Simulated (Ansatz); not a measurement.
NaI (Fm-3m): G0W0 and the treatment of frequencies and band sums

```cif
data_structure
_symmetry_space_group_name_H-M 'P 1'
_symmetry_Int_Tables_number 1
_cell_length_a 3.9345
_cell_length_b 3.9345
_cell_length_c 3.9345
_cell_angle_alpha 60.000
_cell_angle_beta 60.000
_cell_angle_gamma 60.000
_cell_volume 43.07
loop_
_atom_site_label
_atom_site_type_symbol
_atom_site_fract_x
_atom_site_fract_y
_atom_site_fract_z
_atom_site_occupancy
Na1 Na 0.00000 0.00000 0.00000 1
I1 I 0.50000 0.50000 0.50000 1
```

Held fixed (Ansatz):

```
orbitals            : PBE
datasets            : hard PAW set made for 700 eV
k mesh              : 4×4×4
response cutoff     : 200 eV
wave cutoff         : 700 eV
spin-orbit coupling : off
```

The gap is read from Γ to k = (0, -0.5, -0.5), linearised, between the Kohn-Sham band edges among the points solved. The direct gap is read between the top filled and lowest empty Kohn-Sham band at Γ. ε∞ is the electronic dielectric constant on this mesh. Runs with cut sums weigh the q → 0 term analytically. The completed-sum build treats it its own way, which on a coarse mesh shifts the gap as well.

(1) Taking contour deformation, sums cut at 277 empty bands as the reference, which of the others (plasmon pole fitted at 16i eV, sums cut at 277 empty bands; contour deformation, 113 empty bands and completed sums (trial build, its own q → 0 term)) gives the gap farthest from it?

## Answers

(1) Farthest from contour deformation, sums cut at 277 empty bands in the G0W0 gap: contour deformation, 113 empty bands and completed sums (trial build, its own q → 0 term) (+0.21 eV). The nearest differs by 0.054 eV.

```tsv
treatment	KS gap (eV)	G0W0 gap (eV)	direct at Γ (eV)	ε∞
contour deformation, sums cut at 277 empty bands	4.19	5.85	7.43	4.5
plasmon pole fitted at 16i eV, sums cut at 277 empty bands	4.19	5.80	7.42	4.5
contour deformation, 113 empty bands and completed sums (trial build, its own q → 0 term)	4.19	6.06	7.48	4.5
```

The cell is a model at fixed atoms and needn't be the relaxed known crystal. Points k are given in fractions of the reciprocal vectors. The mesh is coarse, so these are values at the stated settings, not converged ones. Band sums or response are cut, so the gap isn't at its basis limit. The gap is read on the mesh, and the crystal's band edges can lie off it. Meshes this coarse can overestimate the dielectric constant by a tenth and more.
